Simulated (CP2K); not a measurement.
Runs of CP2K 2026.2 on TePt. Symmetry: R-3m, No. 166, trigonal system. The conventional cell has a = 3.963 Å, b = 3.963 Å, c = 19.983 Å, α = 90.00°, β = 90.00°, γ = 120.00°. Pt (site symmetry 3m) is surrounded by 3 Te at 2.59 Å and 3 Pt at 2.72 Å. Te (site symmetry 3m) has 3 Pt at 2.59 Å as nearest neighbours. 

| task | level | potentials or basis | cell | k mesh | smearing | EPS_DEFAULT | NGRIDS | EXTRAPOLATION | optimiser | most steps | gap on the mesh (eV) | pressure (GPa) | largest force (eV/Å) |
| --- | --- | --- | --- | --- | --- | --- | --- | --- | --- | --- | --- | --- | --- |
| relaxation of cell and atoms | LDA | GTH_POTENTIALS Pt GTH-PADE-q18, Te GTH-PADE-q6; TZVP-MOLOPT-PBE-GTH basis | relaxed | 6 × 6 × 6 | fermi-dirac 0.0259 eV | 1.0E-9 | 5 | USE_PREV_P | BFGS | 40 | none | 0.0 | 0.02 |
| band structure | LDA | GTH_POTENTIALS Pt GTH-PADE-q18, Te GTH-PADE-q6; TZVP-MOLOPT-PBE-GTH basis | as given | 8 × 8 × 8 | fermi-dirac 0.1 eV | 1.0E-9 | 5 | - | - | - | none | (a) | 1.10 |
| band structure | LDA | GTH_POTENTIALS Pt GTH-PADE-q18, Te GTH-PADE-q6; TZVP-MOLOPT-PBE-GTH basis | as given | 8 × 8 × 8 | fermi-dirac 0.05 eV | 1.0E-9 | 4 | - | - | - | none | (b) | 1.09 |
| band structure | r2SCAN | POTENTIAL_UZH Pt GTH-SCAN-q18, Te GTH-SCAN-q6; TZVP-MOLOPT-SCAN-GTH basis | as given | 8 × 8 × 8 | fermi-dirac 0.05 eV | 1.0E-10 | 5 | - | - | - | none | 5.1 | 0.45 |

Alike in all rows: no spin polarisation.

Q: Estimate the missing entries.

A: (a) -6.1; (b) -6.2.

Caveats: the basis of atomic orbitals isn't converged, which shifts pressures, moduli and gaps; forces of over 1 eV/Å show positions far from the minimum, so gaps and moduli don't describe the material at rest (some runs).

A k mesh can miss the band edges, and the runs leave out spin-orbit coupling on Pt, Te.

A gap of «none» marks a metal or a gap under the smearing width.

Not every run made on this cell is shown here.
